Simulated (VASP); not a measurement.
# BeSe (F-43m) in VASP: single point with r2SCAN

Aim: the single point of BeSe with r2SCAN.

Program: VASP 6.6.1. These are calculated values, not measurements. Logs are shortened: lines on timing, memory, paths and dates and some standing lists are left out, and cuts for length are marked.

### 1 The structure

Symmetry: F-43m, No. 216, cubic system. The conventional cell has a = 5.070 Å, b = 5.070 Å, c = 5.070 Å, α = 90.00°, β = 90.00°, γ = 90.00°. Be (site symmetry -43m) has 4 Se at 2.20 Å as nearest neighbours. Se (site symmetry -43m) has 4 Be at 2.20 Å as nearest neighbours.

### 2 Single point, r2SCAN

POSCAR

```
BeSe
1.0
    0.0000000000      2.5350000000      2.5350000000
    2.5350000000      0.0000000000      2.5350000000
    2.5350000000      2.5350000000      0.0000000000
Be Se
1 1
Direct
    0.0000000000      0.0000000000      0.0000000000
    0.7500000000      0.7500000000      0.7500000000
```

INCAR.step1

```
PREC = Accurate
ENCUT = 520
ISMEAR = -1
SIGMA = 0.03
LREAL = F
LASPH = T
NELM = 60
NBANDS = 11
GGA = PE
ALGO = Normal
EDIFF = 1E-4
LWAVE = T
LCHARG = F
```

INCAR.step2

```
PREC = Accurate
ENCUT = 520
EDIFF = 1E-6
ISMEAR = -1
SIGMA = 0.03
LREAL = F
LASPH = T
NELM = 60
ALGO = Normal
ISIF = 2
LWAVE = F
LCHARG = F
METAGGA = R2SCAN
LMIXTAU = T
NBANDS = 11
ISTART = 1
```

KPOINTS

```
regular mesh
0
Gamma
  10 10 10
```

Potentials or basis: VASP PAW PBE potentials, release 64 (Be, Se).

Command:

```console
$ cat potpaw_PBE.64/Be/POTCAR potpaw_PBE.64/Se/POTCAR > POTCAR
$ cp INCAR.step1 INCAR
$ mpirun -np 1 vasp_std > vasp.out
$ cp INCAR.step2 INCAR
$ mpirun -np 1 vasp_std > vasp.out
```

OUTCAR:

```text
PREC = Accurate
   ENCUT = 520
   EDIFF = 1E-6
   ISMEAR = -1
   LREAL = F
   LASPH = T
   NELM = 60
   ISIF = 2
   METAGGA = R2SCAN
   ISTART = 1

 ion  position               nearest neighbor table
   1  0.000  0.000  0.000-   2 2.20   2 2.20   2 2.20   2 2.20
   2  0.750  0.750  0.750-   1 2.20   1 2.20   1 2.20   1 2.20

  LATTYP: Found a face centered cubic cell.
 ALAT       =     5.0700000000

  Lattice vectors:

 A1 = (   0.0000000000,   2.5350000000,   2.5350000000)
 A2 = (   2.5350000000,   0.0000000000,   2.5350000000)
 A3 = (   2.5350000000,   2.5350000000,   0.0000000000)

Analysis of symmetry for initial positions (statically):
=====================================================================
 Subroutine PRICEL returns:
 Original cell was already a primitive cell.

 Routine SETGRP: Setting up the symmetry group for a
 face centered cubic supercell.

 Subroutine GETGRP returns: Found 24 space group operations
 (whereof 24 operations were pure point group operations)
 out of a pool of 48 trial point group operations.

The static configuration has the point symmetry T_d .

Analysis of symmetry for dynamics (positions and initial velocities):
=====================================================================
 Subroutine PRICEL returns:
 Original cell was already a primitive cell.

 Routine SETGRP: Setting up the symmetry group for a
 face centered cubic supercell.

 Subroutine GETGRP returns: Found 24 space group operations
 (whereof 24 operations were pure point group operations)
 out of a pool of 48 trial point group operations.

The dynamic configuration has the point symmetry T_d .

 Subroutine INISYM returns: Found 24 space group operations
 (whereof 24 operations are pure point group operations),
 and found     1 'primitive' translations

----------------------------------------------------------------------------------------

                                     Primitive cell

  volume of cell :      32.5810

  direct lattice vectors                    reciprocal lattice vectors
     0.000000000  2.535000000  2.535000000    -0.197238659  0.197238659  0.197238659
     2.535000000  0.000000000  2.535000000     0.197238659 -0.197238659  0.197238659
     2.535000000  2.535000000  0.000000000     0.197238659  0.197238659 -0.197238659

  length of vectors
     3.585031381  3.585031381  3.585031381     0.341627378  0.341627378  0.341627378

  position of ions in fractional coordinates (direct lattice)
     0.000000000  0.000000000  0.000000000
     0.750000000  0.750000000  0.750000000

  ion indices of the primitive-cell ions
   primitive index   ion index
                 1           1
                 2           2

----------------------------------------------------------------------------------------

 KPOINTS: regular mesh

Automatic generation of k-mesh.
 Grid dimensions read from file:
 generate k-points for:   10   10   10

 Generating k-lattice:

  Cartesian coordinates                     Fractional coordinates (reciprocal lattice)
    -0.019723866  0.019723866  0.019723866     0.100000000  0.000000000  0.000000000
     0.019723866 -0.019723866  0.019723866     0.000000000  0.100000000  0.000000000
     0.019723866  0.019723866 -0.019723866     0.000000000  0.000000000  0.100000000

  Length of vectors
     0.034162738  0.034162738  0.034162738

  Shift w.r.t. Gamma in fractional coordinates (k-lattice)
     0.000000000  0.000000000  0.000000000

 Subroutine IBZKPT returns following result:
 ===========================================

 Found     47 irreducible k-points:

 Following reciprocal coordinates:
            Coordinates               Weight
  0.000000  0.000000  0.000000      1.000000
  0.100000  0.000000  0.000000      8.000000
  0.200000  0.000000  0.000000      8.000000
  0.300000  0.000000  0.000000      8.000000
  0.400000  0.000000  0.000000      8.000000
  0.500000  0.000000  0.000000      4.000000
[... 16 lines left out ...]
  0.300000  0.300000  0.000000      6.000000
  0.400000  0.300000  0.000000     24.000000
 [... further k-points ...]
   k-points           NKPTS =     47   k-points in BZ     NKDIM =     47   number of bands    NBANDS=     11
   number of dos      NEDOS =    301   number of ions     NIONS =      2
   total plane-waves  NPLWV =  21952
   dimension x,y,z NGX =    28 NGY =   28 NGZ =   28
   dimension x,y,z NGXF=    56 NGYF=   56 NGZF=   56
   ions per type =               1   1
   NGX,Y,Z   is equivalent  to a cutoff of  12.98, 12.98, 12.98 a.u.
   NGXF,Y,Z  is equivalent  to a cutoff of  25.97, 25.97, 25.97 a.u.
 SYSTEM =  unknown system
   PREC   = accura    normal or accurate (medium, high low for compatibility)
   ISTART =      1    job   : 0-new  1-cont  2-samecut
   ICHARG =      0    charge: 1-file 2-atom 10-const
   ISPIN  =      1    spin polarized calculation?
   LNONCOLLINEAR =      F non collinear calculations
   LSORBIT =      F    spin-orbit coupling
   LASPH  =      T    aspherical Exc in radial PAW
   ENCUT  =  520.0 eV  38.22 Ry    6.18 a.u.   6.67  6.67  6.67*2*pi/ulx,y,z
   NELM   =     60;   NELMIN=  2; NELMDL=  0     # of ELM steps
   EDIFF  = 0.1E-05   stopping-criterion for ELM
   LREAL  =      F    real-space projection
   EDIFFG = 0.1E-04   stopping-criterion for IOM
   NSW    =      0    number of steps for IOM
   IBRION =     -1    ionic relax: 0-MD 1-quasi-New 2-CG
   NFREE  =      0    steps in history (QN), initial steepest desc. (CG)
   ISIF   =      2    stress and relaxation
   ISYM   =      2    0-nonsym 1-usesym 2-fastsym
   POTIM  = 0.5000    time-step for ionic-motion
   TEBEG  =    0.0;   TEEND  =   0.0 temperature during run
   PSTRESS=    0.0 pullay stress
   NELECT =       8.0000    total number of electrons
   NUPDOWN=      -1.0000    fix difference up-down
   EMIN   =  10.00;   EMAX   =-10.00  energy-range for DOS
   EFERMI =   0.00;   METHOD = LEGACY
   ISMEAR =    -1;   SIGMA  =   0.03  broadening in eV -4-tet -1-fermi 0-gaus
   EFERMI_NEDOS =   21; number of points for ismear=-14 and -15
   IALGO  =     38    algorithm
   IMIX   =      4    mixing-type and parameters
     AMIX     =   0.40;   BMIX     =  1.00
     AMIX_MAG =   1.60;   BMIX_MAG =  1.00
  volume/ion in A,a.u.               =      16.29       109.93
  Fermi-wavevector in a.u.,A,eV,Ry     =   1.025141  1.937235 14.298549  1.050914
  Thomas-Fermi vector in A             =   2.158965
   LORBIT       =      0    0 simple, 1 ext, 2 COOP (PROOUT), +10 PAW based schemes
   METAGGA = R2SCAN    functional components
   LHFCALC =     F    Hartree Fock is set to
   AEXX    =    0.0000 exact exchange contribution
   IVDW    =     0    specifies the selected vdW correction
   LEPSILON=     F    determine dielectric tensor
   LRPA    =     F    only Hartree local field effects (RPA)
 non-spin polarized calculation
  energy-cutoff  :      520.00
  volume of cell :       32.58
 maximum number of plane-waves:       899
   NGX = 13   NGY = 13   NGZ = 13

 number of electron       8.0000001 magnetization

 Free energy of the ion-electron system (eV)
  ---------------------------------------------------
  ext. energy  EPLUGINS =         0.00000000
  ---------------------------------------------------
  free energy    TOTEN  =       -20.49960688 eV

  energy without entropy =      -20.49960688  energy(sigma->0) =      -20.49960688

 E-fermi :   4.1804     XC(G=0): -10.0408

 val. band max:        3.5407173672   @ k =   0.0000   0.0000   0.0000
 cond. band min:       6.5427402426   @ k =   0.5000   0.5000   0.0000
 fundamental gap:      3.0020228754
 Fermi energy:         4.1804466490

 k-point     1 :       0.0000    0.0000    0.0000
  band No.  band energies     occupation
      1     -11.0953      2.00000
      2       3.5407      2.00000
      3       3.5407      2.00000
      4       3.5407      2.00000
      5       9.0176      0.00000
      6       9.1129      0.00000
      7       9.1129      0.00000
      8       9.1129      0.00000
      9      16.7884      0.00000
     10      16.8094      0.00000
     11      16.8094      0.00000

 k-point     2 :       0.1000    0.0000    0.0000
  band No.  band energies     occupation
      1     -10.9843      2.00000
      2       2.5945      2.00000
      3       3.3887      2.00000
      4       3.3887      2.00000
      5       8.9452      0.00000
      6       9.3711      0.00000
      7       9.3711      0.00000
      8      10.1548      0.00000
      9      16.0869      0.00000
     10      16.0869      0.00000
     11      16.9080      0.00000

 k-point     3 :       0.2000    0.0000    0.0000
  band No.  band energies     occupation
      1     -10.6688      2.00000
      2       0.8117      2.00000
      3       3.0466      2.00000
      4       3.0466      2.00000
      5       8.8535      0.00000
      6       9.8880      0.00000
      7       9.8880      0.00000
      8      12.0509      0.00000
      9      15.4865      0.00000
     10      15.4865      0.00000
     11      16.8394      0.00000

 k-point     4 :       0.3000    0.0000    0.0000
  band No.  band energies     occupation
      1     -10.2128      2.00000
      2      -0.8977      2.00000
      3       2.6993      2.00000
      4       2.6993      2.00000
      5       8.7517      0.00000
      6      10.1676      0.00000
      7      10.1676      0.00000
      8      13.6977      0.00000
      9      15.9447      0.00000
     10      15.9447      0.00000
     11      16.7311      0.00000
[... 239 lines left out ...]
 k-point    22 :      -0.2000    0.2000    0.0000
  band No.  band energies     occupation
      1     -10.0575      2.00000
      2      -0.5534      2.00000
      3       0.9560      2.00000
      4       2.7645      2.00000
      5       9.6349      0.00000
      6      10.5529      0.00000
      7      11.0186      0.00000
      8      12.2860      0.00000
      9      14.2686      0.00000
     10      17.6930      0.00000
     11      18.9615      0.00000

 k-point    23 :       0.3000    0.3000    0.0000
  band No.  band energies     occupation
      1      -9.9144      2.00000
      2      -0.2806      2.00000
      3       1.3769      2.00000
      4       1.3769      2.00000
      5       7.4533      0.00000
      6       9.3102      0.00000
      7      13.4486      0.00000
      8      13.4486      0.00000
      9      15.9835      0.00000
     10      18.8056      0.00000
     11      19.8355      0.00000

 k-point    24 :       0.4000    0.3000    0.0000
  band No.  band energies     occupation
      1      -9.5581      2.00000
      2      -1.0420      2.00000
      3       0.8556      2.00000
      4       1.1374      2.00000
      5       7.4566      0.00000
      6       9.1960      0.00000
      7      13.8526      0.00000
      8      14.0535      0.00000
      9      17.7291      0.00000
     10      19.6559      0.00000
     11      19.7194      0.00000

 [... further k-points ...]

------------------------ aborting loop because EDIFF is reached ----------------------------------------

  FORCE on cell =-STRESS in cart. coord.  units (eV):
  Direction    XX          YY          ZZ          XY          YZ          ZX
  --------------------------------------------------------------------------------------
  -------------------------------------------------------------------------------------
  Total        1.0377182      1.0377182      1.0377182     -0.0000000      0.0000000      0.0000000
  in kB       51.0300638     51.0300638     51.0300638     -0.0000000      0.0000000      0.0000000
  external PRESSURE =      51.0300638 kB  Pullay stress =       0.0000000 kB

 VOLUME and BASIS-vectors are now :
 -----------------------------------------------------------------------------
  energy-cutoff  :      520.00
  volume of cell :       32.58
      direct lattice vectors                 reciprocal lattice vectors
     0.000000000  2.535000000  2.535000000    -0.197238659  0.197238659  0.197238659
     2.535000000  0.000000000  2.535000000     0.197238659 -0.197238659  0.197238659
     2.535000000  2.535000000  0.000000000     0.197238659  0.197238659 -0.197238659

 POSITION                                       TOTAL-FORCE (eV/Angst)
 -----------------------------------------------------------------------------------
      0.00000      0.00000      0.00000        -0.000000     -0.000000     -0.000000
      3.80250      3.80250      3.80250         0.000000      0.000000      0.000000
 -----------------------------------------------------------------------------------
    total drift:                               -0.000000     -0.000000     -0.000000

  FREE ENERGIE OF THE ION-ELECTRON SYSTEM (eV)
  ---------------------------------------------------
  free  energy   TOTEN  =       -20.4996068834 eV

  energy  without entropy=      -20.4996068834  energy(sigma->0) =      -20.49960688
```

Run time: 68 s. Hardware: 1 thread of Intel Xeon Platinum 8375C at 2.90GHz (Ice Lake), shared host; peak memory 0.17 GiB.

Results:

| Item | Value |
| --- | --- |
| Free energy | -20.4996 eV |
| Pressure | 5.1 GPa |
| Band gap on the k mesh | 3.00 eV, indirect (least direct gap 5.48 eV) |

Caveat: the PAW data sets were made with another functional, which shifts forces and pressure a little.
